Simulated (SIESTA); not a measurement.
PtSe2 (Sudovikovite) under changes of volume

One of the cells (20.265 Å³/atom); the others are scaled copies at fixed shape and fractional positions:

```
Pt Se
1.0
     3.72400    0.00000    0.00000
    -1.86200    3.22508    0.00000
     0.00000    0.00000    5.06200
Pt Se
1 2
Direct
  0.00000 0.00000 0.00000
  0.66667 0.33333 0.75000
  0.33333 0.66667 0.25000
```

* Program: SIESTA 5.4.2
* Functional: PBE
* Potentials or basis: PseudoDojo 0.4 standard (PBE files)
* Basis: DZP (energy shift 0.003 Ry; two zetas on semicore shells)
* Grid cutoff: 800 Ry
* Energy shift: 0.003 Ry
* k mesh: 8 × 8 × 5
* Occupations: fermi-dirac, width 0.05 eV
* Spin: no spin polarisation

```csv
volume (Å³/atom),energy over the lowest point (meV/atom),pressure (GPa),largest force (eV/Å)
19.049,186.60,23.3,2.239
19.455,133.41,19.1,1.868
19.860,90.21,15.2,1.516
20.265,56.21,11.8,1.193
20.671,?,?,?
21.076,11.95,6.0,0.641
21.481,0.00,3.5,0.388
```

Question: What does the run at 20.671 Å³/atom give?

Answer: Energy over the lowest point 30.39 meV/atom; pressure 8.7 GPa; largest force 0.906 eV/Å.

Worked out: A Birch-Murnaghan fit of order 3 (a polynomial in V^(-2/3)) to the other rows has no minimum within the range. It gives 30.36 meV/atom at 20.671 Å³/atom, against the run's 30.39, and -dE/dV = 8.7 GPa, against 8.7.

Energies are extrapolated to zero smearing.

Caveats: short orbitals over semicore shells can move pressures by several GPa; the basis of atomic orbitals isn't converged, which shifts pressures, moduli and gaps; forces of over 1 eV/Å show positions far from the minimum, so gaps and moduli don't describe the material at rest (some runs).
